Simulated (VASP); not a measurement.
The input files of a VASP run:

**POSCAR**
```
CsI
1
    4.6614000000     0.0000000000     0.0000000000
    0.0000000000     4.6614000000     0.0000000000
    0.0000000000     0.0000000000     4.6614000000
Cs I
1 1
Direct
  0.0000000000   0.0000000000   0.0000000000
  0.5000000000   0.5000000000   0.5000000000
```

### INCAR
```
SYSTEM = CsI
PREC = Accurate
ENCUT = 400
EDIFF = 1E-6
NELM = 100
ALGO = Normal
LREAL = .FALSE.
LASPH = .TRUE.
ISMEAR = 0
SIGMA = 0.05
LMAXMIX = 4
LWAVE = .FALSE.
LCHARG = .FALSE.
ISIF = 2
METAGGA = R2SCAN
LEPSILON = .TRUE.
```

KPOINTS:
```
Automatic mesh
0
Gamma
5 5 5
0 0 0
```

POTCAR, in this order: Cs_sv I (PBE.64 set). Program: vasp_std.

The resulting files:

Problem. Read the log: what went wrong, and how is it fixed?

Solution. The cause: LEPSILON was set with a meta-GGA. VASP stops with an error: You have switched on METAGGA and linear-response routines. This combination is currently not supported. If you have selected LEPSILON=.TRUE., you can try using LCALCEPS=.TRUE. instead. In all other cases, VASP will stop. SOOO sorry... ----> I REFUSE TO CONTINUE WITH THIS SICK JOB ... BYE!!! <---- To mend it, use a GGA with LEPSILON, or finite fields (LCALCEPS) with the meta-GGA. The plain static run on this cell (PBE GGA, plane waves, VASP's PBE PAW potentials (set 64)) converges, and its OSZICAR ends with
```
   1 F= -.54423863E+01 E0= -.54423863E+01  d E =-.691961E-11
```

The compound is CsI in the CsCl type structure. The cell was not relaxed at this level.
